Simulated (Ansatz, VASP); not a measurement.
# One calculation of In, two programs

Contents of INCAR:

```
SYSTEM = In
  PREC = Accurate
  ENCUT = 520
  EDIFF = 1E-7
  ISMEAR = -1
  SIGMA = 0.1
  LREAL = .FALSE.
  LASPH = .TRUE.
  NELM = 80
  ALGO = Fast
  ISIF = 2
  LWAVE = .FALSE.
  LCHARG = .FALSE.
  GGA = PE
  NBANDS = 12
```

File KPOINTS:

```
regular mesh
0
G
  9 9 9
  0 0 0
```

The input POSCAR:

```
In
1.0
   -1.8656404582      1.8656404582      1.8656404582
    1.8656404582     -1.8656404582      1.8656404582
    1.8656404582      1.8656404582     -1.8656404582
In
1
Direct
    0.0000000000      0.0000000000      0.0000000000
```

Input for Ansatz:

```yaml
crystal:
  lattice:
    - [-1.8656404581752357, 1.8656404581752357, 1.8656404581752357]
    - [1.8656404581752357, -1.8656404581752357, 1.8656404581752357]
    - [1.8656404581752357, 1.8656404581752357, -1.8656404581752357]
  atoms:
    - { symbol: In, position: [0.0, 0.0, 0.0] }
basis:
  ecutwfc: 450.0
kpoints:
  mp_grid:
    grid: [9, 9, 9]
hamiltonian:
  xc: pbe
  pseudopotentials:
    kind: paw
scf:
  occupations:
    method: fermi_dirac
    width: 0.1
output:
  stress: true
```

This isn't the form of In at room conditions, which is tetragonal.

Alike in both runs: task single point; functional PBE; k mesh 9 × 9 × 9; occupations fermi-dirac, width 0.1 eV; no spin polarisation.

|  | VASP | Ansatz |
| --- | --- | --- |
| version | VASP 6.6.1 | Ansatz 0.2.0 |
| potentials or method | VASP PAW PBE potentials, release 64 (In_d) | plane waves, PAW |
| plane-wave cutoff (eV) | 520 | 450 |
| valence electrons in the cell | 13 | 13 |

```csv
,VASP,Ansatz,Ansatz less VASP
pressure (GPa),3.0,3.0,+0.03
```

The functional is the same, so the differences come from potentials, cutoffs and numerics.
